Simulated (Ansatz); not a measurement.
# Understanding EuS (rocksalt structure) from first principles

**What was measured.** “The Influence of Yb Doping and Sintering Conditions on the Magnetocaloric and Mechanical Properties of EuS”, 2022, pmc:9457925 reports, for a ceramic of EuS: lattice constant a 5.9691 Å.

From “Crystal-field mediated electronic transitions of EuS up to 35 GPa”, 2022, pmc:8786971, for a powder of EuS: band gap 1.72 eV (direct) at 300 K; bulk modulus 61.5 ± 0.5 GPa.

Method: PBE+U (U_eff = 6 eV on Eu 4f), scalar-relativistic; collinear spin; PAW, 420 eV, Γ-centred 8×8×8 mesh, 0.05 eV Gaussian smearing; code Ansatz; PAW files: Ansatz's generated set soft_2.

The compound is reported in the structure type of the start.

The relaxed structure (symmetry read at 0.01 Å). Symmetry: Fm-3m, No. 225, cubic system. Conventional cell: a = 5.985 Å, b = 5.985 Å, c = 5.985 Å, α = 90.00°, β = 90.00°, γ = 90.00°. Eu (site symmetry m-3m) has 6 S at 2.99 Å as nearest neighbours. Around S (site symmetry m-3m) lie 6 Eu at 2.99 Å. (Shells end 15 % past the nearest neighbour.)

Results at this level of theory:

| Quantity | Value |
| --- | --- |
| Volume | 26.79 Å³/atom |
| Band gap | 0.77 eV |
| Smallest direct gap | 1.19 eV (over both spins) |
| Magnetic state | ferromagnetic |
| Site spin moments | Eu 6.87; S -0.06 μB |
| Spin moment of the cell | 7.00 μB |
| Bader charges | Eu 1.41; S -1.41 e |
| f electrons (orthogonalised atomic orbitals) | Eu 6.99 |
| Bulk modulus (Birch–Murnaghan) | 49 GPa |
| Pressure derivative B0′ | 4.1 |
| Shear modulus (Hill) | 35 GPa |
| Young's modulus | 85 GPa |
| Poisson's ratio | 0.22 |
| Elastically stable | yes |

Q: Should it be a metal or an insulator?

A: Formal charges Eu²⁺, S²⁻ leave Eu²⁺ with an open 4f⁷ shell. A part-filled shell gives a gap only if something splits it: here on each such atom exchange fills one spin channel and leaves the other empty, so the half-filled shell acts almost as a closed one, and the gap is 0.77 eV.

Q: What kind of gap is it?

A: It is indirect: 0.77 eV, against 1.19 eV for the smallest direct gap. Within 0.6 eV of the edges the projected states are 61 % Eu 4f at the top of the valence band and 93 % Eu 5d at the bottom of the conduction band. The gap runs from the occupied 4f levels to the empty 5d band of the same element, so it moves with the U that sets the depth of the f levels.

Hund's first rule gives Eu²⁺ with 7 f electrons 7 unpaired spins, a spin moment of 7 μB; the run has 6.87 μB on Eu (atomic spheres) and 6.99 f electrons on orthogonalised orbitals. The moment is close to the ion's, so in this run the shell is localised and nearly fully polarised.

Q: What fixes the bond lengths?

A: Shannon's ionic radii give a check on the bond lengths: Eu²⁺ with 6 neighbours 1.17 Å + S²⁻ 1.84 Å = 3.01 Å against a computed mean of 2.99 Å. Sums and bonds agree within 3 %, so ion sizes set the bond lengths.

Bader charges against formal ones: Eu +1.41 (+2), S −1.41 (−2). The cations give up 70 % of the formal charge; Bader charges stay under formal ones because the anions' density reaches into the cations' basins.

Q: How stiff is it, in energy terms?

A: B0·V0 = 49.3 GPa × 26.81 Å³ = 8.25 eV/atom sets the scale: near the minimum ΔE ≈ ½ B0 V0 x², with x = V/V0 − 1, and a pressure of 0.5 GPa squeezes the volume by about 1 %. At the ends of the curve: x = −5.6 % predicts 12.8 meV/atom and the run gives 14.1; x = +9.9 % predicts 40.6 meV/atom and the run gives 34.5. The lopsidedness is anharmonic: atoms resist being pushed together more than being pulled apart.

Q: Which Debye temperature follows from the elastic moduli?

A: K = 49 GPa and G = 35 GPa (Hill). With a density of 5.702 g/cm³ (mean mass 92.0 u, 26.79 Å³/atom), K = 49.5 and G = 34.8 GPa from the unrounded constants, v_l = √((K + 4G/3)/ρ) = 4100 m/s and v_t = √(G/ρ) = 2470 m/s. The mean [(1/v_l³ + 2/v_t³)/3]^(−1/3) is 2730 m/s, and θ_D = (ħ/k_B)(6π²/V)^(1/3) v_m ≈ 270 K, with V the volume an atom.

**Against experiment.** Measured lattice constant a of EuS: 5.9691 Å (ceramic; “The Influence of Yb Doping and Sintering Conditions on the Magnetocaloric and Mechanical Properties of EuS”, 2022, pmc:9457925). This calculation gives 5.985 Å (+0.3 %). The calculation is for a static lattice, without zero-point motion or thermal expansion. Against the measured direct gap of EuS, 1.72 eV (direct; 300 K; powder; “Crystal-field mediated electronic transitions of EuS up to 35 GPa”, 2022, pmc:8786971), the calculated 1.19 eV is off by -0.53 eV. A Kohn–Sham gap under U or exact exchange depends on those choices. Spin–orbit coupling is left out here. Temperature and excitons aren't in the calculation. A measured bulk modulus of EuS is 61.5 GPa (quoted in “Crystal-field mediated electronic transitions of EuS up to 35 GPa”, 2022, pmc:8786971); the calculated 49 GPa misses it by -19.8 %.

Spin–orbit coupling, which matters for such heavy elements, is left out. The run wasn't fully tested for a lower electronic state. Site moments are of spin, integrated over atomic spheres.
